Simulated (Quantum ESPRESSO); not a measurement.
# CuWO4: which magnetic order is lowest

A self-consistent run ends on one state, which hangs on the start. Several orders of CuWO4 are started in Quantum ESPRESSO and their energies compared.

Calculated with Quantum ESPRESSO 7.5; PBEsol with U = 6 eV on Cu d (ortho-atomic projectors); plane waves with GBRV 1.5 PBEsol potentials, no spin-orbit coupling.

Report form: the programs' logs are mostly left out.

## Step 1: The starting structure

The cell holds 12 atoms: 2 Cu, 2 W and 8 O. Cell: a = 4.696 Å, b = 4.874 Å, c = 5.829 Å, α = 88.4°, β = 82.8°, γ = 87.6°.

The cell comes from the Crystallography Open Database.

## Step 2: Run 1, typed as ferro ++

The signs are those of the starting moments on the seeded atoms, the atoms that are given a moment.

Contents of pw.in:

```
&CONTROL
  calculation = 'scf'
  prefix = 'pwscf'
  outdir = './tmp'
  pseudo_dir = './pseudo'
  disk_io = 'nowf'
/
&SYSTEM
  ibrav = 0
  celldm(1) = 8
  nat = 12
  ntyp = 3
  ecutwfc = 40
  ecutrho = 280
  nbnd = 74
  occupations = 'smearing'
  smearing = 'fd'
  degauss = 0.00367493
  nspin = 2
  starting_magnetization(1) = 0.0526
  starting_magnetization(2) = 0
  starting_magnetization(3) = 0
/
&ELECTRONS
  conv_thr = 2.4d-08
  electron_maxstep = 150
  mixing_beta = 0.3
/
ATOMIC_SPECIES
Cu     63.5460 cu_pbesol_v1.2.uspp.F.UPF
W     183.8400 w_pbesol_v1.2.uspp.F.UPF
O      15.9990 o_pbesol_v1.2.uspp.F.UPF
CELL_PARAMETERS alat
   1.1093637214616    0.0000000000000    0.0000000000000
   0.0490111256506    1.1501774026444    0.0000000000000
   0.1728010651790    0.0318361699831    1.3655729172783
ATOMIC_POSITIONS crystal
Cu      0.4962000000    0.7638000000    0.6621000000
Cu      0.5038000000    0.2362000000    0.3379000000
W       0.0166000000    0.7330000000    0.1745000000
W       0.9834000000    0.2670000000    0.8255000000
O       0.2481000000    0.5829000000    0.3556000000
O       0.7519000000    0.4171000000    0.6444000000
O       0.2243000000    0.5676000000    0.8769000000
O       0.7757000000    0.4324000000    0.1231000000
O       0.7293000000    0.9044000000    0.3859000000
O       0.2707000000    0.0956000000    0.6141000000
O       0.7845000000    0.9488000000    0.9036000000
O       0.2155000000    0.0512000000    0.0964000000
K_POINTS automatic
4 4 4 0 0 0
HUBBARD {ortho-atomic}
U Cu-3d 6.0000
```

Started as:

```bash
OMP_NUM_THREADS=1 mpirun -n 4 pw.x -nk 4 -in pw.in > pw.out
```

The job ended after 2.6 min (4 MPI ranks of Intel Xeon Platinum 8375C at 2.90GHz (Ice Lake), shared host; peak memory 1.3 GiB; 10 min of CPU time).

Spin moment in the atom's sphere by atom:

| atom | spin moment in the atom's sphere (μB) |
| --- | --- |
| Cu1 | 0.742 |
| Cu2 | 0.742 |
| W3 | 0.010 |
| W4 | 0.010 |
| O5 | 0.040 |
| O6 | 0.040 |
| O7 | 0.042 |
| O8 | 0.042 |
| O9 | 0.100 |
| O10 | 0.100 |
| O11 | 0.017 |
| O12 | 0.017 |

Read from the output:

| Item | Value |
| --- | --- |
| smearing term TS | 4.46e-8 eV |
| magnetization | 2 μB |
| absolute magnetization | 2.126 μB |
| final state | ferromagnetic |

Spin density in the ab plane at fractional z = 0.356, with atoms of Cu and O within 0.2 Å of it.

Ten even steps from '0' (0.0 e/Å³) to '9' (2.3 e/Å³), each cell a mean:
```
00000000000000
00000000000000
00000000000000
00000000000000
00000000000000
00000000000000
00000000000000
00000000000000
00000010000000
00000042000000
00000069200000
00000024200000
00000000000000
00000000000000
```
Columns run along a (4.7 Å), rows up along b (4.9 Å). Atoms in or near the plane, at fractional coordinates: Cu at (0.50, 0.24), O at (0.25, 0.58), O at (0.73, 0.90).

Valence density in the ab plane at fractional z = 0.356, with atoms of Cu and O within 0.2 Å of it. It is the smooth field of the valence electrons, not physical close to the nuclei.

Ten steps, logarithmic in the rise over the least value, from '0' (0 e/Å³) to '9' (51 e/Å³), each cell a mean:
```
00000000245421
00000000245431
10000000123321
11222100011111
12344200000000
12455310000000
01354210000000
00122111000000
00001123210000
00001378520000
00001489730000
00000367520000
00000123211100
00000001123210
```
Columns run along a (4.7 Å), rows up along b (4.9 Å). Atoms in or near the plane, at fractional coordinates: Cu at (0.50, 0.24), O at (0.25, 0.58), O at (0.73, 0.90).

## Step 3: Run 2, typed as antiferro +−

pw.in: that of step 2 with these lines changed.

```diff
@@ -11,6 +11,6 @@
   nat = 12
-  ntyp = 3
+  ntyp = 4
   ecutwfc = 40
   ecutrho = 280
-  nbnd = 74
+  nbnd = 73
   occupations = 'smearing'
@@ -20,4 +20,5 @@
   starting_magnetization(1) = 0.0526
-  starting_magnetization(2) = 0
+  starting_magnetization(2) = -0.0526
   starting_magnetization(3) = 0
+  starting_magnetization(4) = 0
 /
@@ -29,3 +30,4 @@
 ATOMIC_SPECIES
-Cu     63.5460 cu_pbesol_v1.2.uspp.F.UPF
+Cu1    63.5460 cu_pbesol_v1.2.uspp.F.UPF
+Cu2    63.5460 cu_pbesol_v1.2.uspp.F.UPF
 W     183.8400 w_pbesol_v1.2.uspp.F.UPF
@@ -37,4 +39,4 @@
 ATOMIC_POSITIONS crystal
-Cu      0.4962000000    0.7638000000    0.6621000000
-Cu      0.5038000000    0.2362000000    0.3379000000
+Cu1     0.4962000000    0.7638000000    0.6621000000
+Cu2     0.5038000000    0.2362000000    0.3379000000
 W       0.0166000000    0.7330000000    0.1745000000
@@ -52,2 +54,3 @@
 HUBBARD {ortho-atomic}
-U Cu-3d 6.0000
+U Cu1-3d 6.0000
+U Cu2-3d 6.0000
```

Wall time 2.3 min (4 MPI ranks); peak memory 1.3 GiB; 9.3 min of CPU time.

Spin moment in the atom's sphere by atom:

| atom | spin moment in the atom's sphere (μB) |
| --- | --- |
| Cu1 | 0.737 |
| Cu2 | -0.737 |
| W3 | -0.004 |
| W4 | 0.004 |
| O5 | -0.031 |
| O6 | 0.031 |
| O7 | 0.027 |
| O8 | -0.027 |
| O9 | -0.007 |
| O10 | 0.007 |
| O11 | -0.002 |
| O12 | 0.002 |

Read from the output:

* smearing term TS: 3.28e-9 eV
* magnetization: 0 μB
* absolute magnetization: 1.928 μB
* final state: antiferromagnetic

Spin density in the ab plane at fractional z = 0.356, with atoms of Cu and O within 0.2 Å of it.

Values in e/Å³, 14 rows by 14 columns, each cell a mean:
```
 0.0  0.0  0.0  0.0  0.0  0.0  0.0  0.0  0.0 -0.1 -0.1  0.0  0.0  0.0
 0.0  0.0  0.0  0.0  0.0  0.0  0.0  0.0  0.0  0.0  0.0  0.0  0.0  0.0
 0.0  0.0  0.0  0.0  0.0  0.0  0.0  0.0  0.0  0.0  0.0  0.0  0.0  0.0
 0.0  0.0  0.0  0.0  0.0  0.0  0.0  0.0  0.0  0.0  0.0  0.0  0.0  0.0
 0.0  0.0  0.0  0.0  0.0  0.0  0.0  0.0  0.0  0.0  0.0  0.0  0.0  0.0
 0.0  0.0  0.0 -0.1 -0.1  0.0  0.0  0.0  0.0  0.0  0.0  0.0  0.0  0.0
 0.0  0.0  0.0 -0.1 -0.1  0.0  0.0  0.0  0.0  0.0  0.0  0.0  0.0  0.0
 0.0  0.0  0.0  0.0  0.0  0.0  0.0  0.0  0.0  0.0  0.0  0.0  0.0  0.0
 0.0  0.0  0.0  0.0  0.0 -0.1 -0.2 -0.1  0.0  0.0  0.0  0.0  0.0  0.0
 0.0  0.0  0.0  0.0  0.0 -0.1 -1.1 -0.7 -0.1  0.0  0.0  0.0  0.0  0.0
 0.0  0.0  0.0  0.0  0.0 -0.1 -1.5 -2.3 -0.5  0.0  0.0  0.0  0.0  0.0
 0.0  0.0  0.0  0.0  0.0 -0.1 -0.5 -1.0 -0.7 -0.1  0.0  0.0  0.0  0.0
 0.0  0.0  0.0  0.0  0.0  0.0  0.0 -0.1 -0.1  0.0  0.0  0.0  0.0  0.0
 0.0  0.0  0.0  0.0  0.0  0.0  0.0  0.0  0.0  0.0  0.0  0.0  0.0  0.0
```
Columns run along a (4.7 Å), rows up along b (4.9 Å). Atoms in or near the plane, at fractional coordinates: Cu at (0.50, 0.24), O at (0.25, 0.58), O at (0.73, 0.90).

Valence density in the ab plane at fractional z = 0.356, with atoms of Cu and O within 0.2 Å of it. It is the smooth field of the valence electrons, not physical close to the nuclei.

Ten steps, logarithmic in the rise over the least value, from '_' (0 e/Å³) to '@' (51 e/Å³), each cell a mean:
```
________________::==++==::..
________________::==++==--..
..______________..::----::..
....::::::..______..........
..::--====::________________
..::==++++--..______________
__..--++==::..______________
____..::::......____________
________....::--::..________
________..--##%%++::________
________..==%%@@##--________
__________--**##++::________
__________..::--::......____
______________....::--::..__
```
Columns run along a (4.7 Å), rows up along b (4.9 Å). Atoms in or near the plane, at fractional coordinates: Cu at (0.50, 0.24), O at (0.25, 0.58), O at (0.73, 0.90).

## Step 4: Energies of the orders

An order is kept where moments of 0.15 μB or more survive with the typed signs; meshes match where a doubled cell samples the same k points as the first cell.

Orders:

| start | final state | typed order kept | energy over the lowest (meV a seeded atom) | largest site moment (μB) | net moment (μB a cell of the first run) | mesh matched | CPU time (s) |
| --- | --- | --- | --- | --- | --- | --- | --- |
| ferro ++ | ferromagnetic | yes | 3.88 | 0.7423 | 2 | yes | 618.7 |
| antiferro +- | antiferromagnetic | yes | 0 | 0.7369 | 0 | yes | 559.2 |

## Step 5: The lowest state again, with its states saved

pw.in: that of step 3 with these lines changed.

```diff
@@ -5,3 +5,3 @@
   pseudo_dir = './pseudo'
-  disk_io = 'nowf'
+  disk_io = 'low'
 /
@@ -14,3 +14,3 @@
   ecutrho = 280
-  nbnd = 73
+  nbnd = 77
   occupations = 'smearing'
```

It took 2.6 min on 4 MPI ranks; peak memory 1.3 GiB; 10 min of CPU time.

Numbers from this step:

```yaml
smearing_term_ts: 3.28e-9 eV
magnetization: 0 μB
absolute_magnetization: 1.928 μB
final_state: antiferromagnetic
largest_moment: 0.7369 μB
```

## Step 6: Löwdin moments

projwfc.x projects the saved states on orthogonalised atomic orbitals of the pseudopotential files.

Elapsed: 5.4 s, on 4 MPI ranks; peak memory 0.46 GiB.

| atom | moment in the sphere (μB) | Löwdin moment (μB) | Löwdin charge (e) |
| --- | --- | --- | --- |
| Cu1 | 0.737 | 0.731 | 18.463 |
| Cu2 | -0.737 | -0.731 | 18.463 |
| W3 | -0.004 | -0.011 | 13.070 |
| W4 | 0.004 | 0.011 | 13.070 |
| O5 | -0.031 | -0.036 | 6.251 |
| O6 | 0.031 | 0.036 | 6.251 |
| O7 | 0.027 | 0.034 | 6.365 |
| O8 | -0.027 | -0.034 | 6.365 |
| O9 | -0.007 | -0.010 | 6.317 |
| O10 | 0.007 | 0.010 | 6.317 |
| O11 | -0.002 | -0.001 | 6.364 |
| O12 | 0.002 | 0.001 | 6.364 |

## Step 7: Occupations of the corrected shells in the lowest state

Occupations of the Hubbard shells:

| block | type | shell | spin | electrons | occupation numbers |
| --- | --- | --- | --- | --- | --- |
| 1 | Cu1 | 3d | up | 4.942 | 0.984 0.987 0.990 0.990 0.991 |
| 1 | Cu1 | 3d | down | 4.21 | 0.267 0.981 0.987 0.988 0.988 |
| 2 | Cu2 | 3d | up | 4.21 | 0.267 0.981 0.987 0.988 0.988 |
| 2 | Cu2 | 3d | down | 4.942 | 0.984 0.987 0.990 0.990 0.991 |

## Step 8: Results

* lowest state found: antiferromagnetic (from antiferro +-)
* largest site moment: 0.737 μB
* next state with moments: ferromagnetic, 3.88 meV a seeded atom higher

**Reading.** The largest moment reads 0.74 μB in the sphere and 0.73 μB by Löwdin projection; a site moment hangs on how space is shared out. This is the lowest of 2 collinear or spinless starts, no proof of the ground state.

[Logs and program files are shortened in this print: banners, set-up blocks, solver, clock and traceback lines can be left out without a mark of their own.]

[Logs are printed without paths, hosts, clocks, repeated set-up lines and the standing remarks that a program may print on its own settings, such as how far it seeks lower states.]

[Hosts, paths, dates, database ids (printed as entryN), source tags and the programs' standing remarks are cut or masked in the printed files.]

[Where a cell is said to come from a database of computed structures, the database is the Materials Project.]
